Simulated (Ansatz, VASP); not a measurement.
# Two plane-wave programs on Ag

The input INCAR:

```
SYSTEM = Ag
PREC = Accurate
ENCUT = 520
EDIFF = 1E-7
ISMEAR = 0
SIGMA = 0.15
LREAL = .False.
LASPH = .True.
NELM = 80
ALGO = Fast
ISIF = 2
LWAVE = .False.
LCHARG = .True.
GGA = PS
LELF = .True.
LVHAR = .True.
NBANDS = 12
```

File KPOINTS:

```
regular mesh
0
Gamma
  26 26 26
  0 0 0
```

File POSCAR:

```
Ag
1.0
   -1.5722433941      1.5722433941      1.6125573273
    1.5722433941     -1.5722433941      1.6125573273
    1.5722433941      1.5722433941     -1.6125573273
Ag
1
Direct
    0.0000000000      0.0000000000      0.0000000000
```

Input for Ansatz:

```yaml
crystal:
  lattice:
    - [-1.5722433941, 1.5722433941, 1.6125573273]
    - [1.5722433941, -1.5722433941, 1.6125573273]
    - [1.5722433941, 1.5722433941, -1.6125573273]
  atoms:
    - { symbol: Ag, position: [0.0, 0.0, 0.0] }
basis:
  ecutwfc: 420
kpoints:
  mp_grid: { grid: [26, 26, 26] }
hamiltonian:
  xc: pbesol
scf:
  occupations: { method: gaussian, width: 0.15 }
output:
  forces: true
  stress: true
  eigenvalues: true
```

Change from the starting cell: strain -0.025 along x and y, +0.000 along z, atoms carried along.

Alike in both runs: task single point; functional PBEsol; k mesh 26 × 26 × 26; occupations gaussian, width 0.15 eV; no spin polarisation.

|  | VASP | Ansatz |
| --- | --- | --- |
| version | VASP 6.6.1 | Ansatz 0.2.0 |
| potentials or method | VASP PAW PBE potentials, release 64 (Ag) | scalar-relativistic, plane waves, PAW |
| plane-wave cutoff (eV) | 520 | 420 |
| valence electrons in the cell | 11 | 19 |

```tsv
	VASP	Ansatz	Ansatz less VASP
gap on the k mesh at the Fermi level (eV)	none	none	-
pressure (GPa)	6.4	6.7	+0.31
largest component of the traceless stress (GPa)	0.41	0.41	0.000
```

A gap of «none» marks a metal or a gap that the smearing closes. The two sets of potentials don't hold the same shells in valence.

Caveats: the PAW data sets were made with another functional, which shifts forces and pressure a little (VASP).
